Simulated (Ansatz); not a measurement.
Runs of Ansatz 0.2.0 on Ta. The structure is hexagonal, space group P6_3/mmc (No. 194). The conventional cell has a = 2.900 Å, b = 2.900 Å, c = 5.166 Å, α = 90.00°, β = 90.00°, γ = 120.00°. Around Ta (site symmetry -6m2) lie 12 Ta at 2.90 to 3.08 Å. This isn't the form of Ta at room conditions, which is bcc.

```csv
task,level,potentials or basis,cell,cutoff (eV),smearing,basis error allowed,gap on the mesh (eV),pressure (GPa),V0 of scaled cells (Å³/atom),B0 (GPa)
equation of state,PBEsol,"all-electron LAPW, scalar-relativistic",as given,-,fermi-dirac 0.05 eV,0.0005 eV/atom,-,-,18.09,202
equation of state,PBEsol,"all-electron LAPW, scalar-relativistic",as given,-,fermi-dirac 0.05 eV,0.001 eV/atom,-,-,18.09,202
band structure,PBEsol,all-electron PAW datasets made for the crystal,as given,240,fermi-dirac 0.05 eV,-,-,-7.3,-,-
single point,PBEsol,"all-electron LAPW, scalar-relativistic",as given,252,fermi-dirac 0.05 eV,0.001 eV/atom,none,-7.3,-,-
single point,LDA,"all-electron LAPW, scalar-relativistic",as given,252,gaussian 0.1 eV,0.001 eV/atom,none,(a),-,-
band structure,PBEsol,"all-electron LAPW, non-relativistic",as given,247,fermi-dirac 0.05 eV,0.001 eV/atom,-,0.3,-,-
band structure,PBEsol,"all-electron LAPW, inner shells corrected to Dirac's equation",as given,252,fermi-dirac 0.05 eV,0.001 eV/atom,-,-7.3,-,-
density of states,LDA,"all-electron LAPW, scalar-relativistic","atoms moved at random, drawn with an rms of 0.1 Å",252,methfessel-paxton 0.2 eV,0.001 eV/atom,none,-12.1,-,-
```

Alike in all rows: no spin polarisation; k mesh 11 × 11 × 5.

Question: Fill in the values left out.

Answer: (a) -12.0.

Caveats: the cell was scaled at fixed shape and fractional positions, which overstates the stiffness of a crystal with free parameters, most of all of layers and chains (some runs); relativity is left out, which matters for the heavier elements (some runs).

A k mesh can miss the band edges, and the runs leave out spin-orbit coupling on Ta.

A gap of «none» marks a metal or a gap under the smearing width.

Not every run made on this cell is shown here.
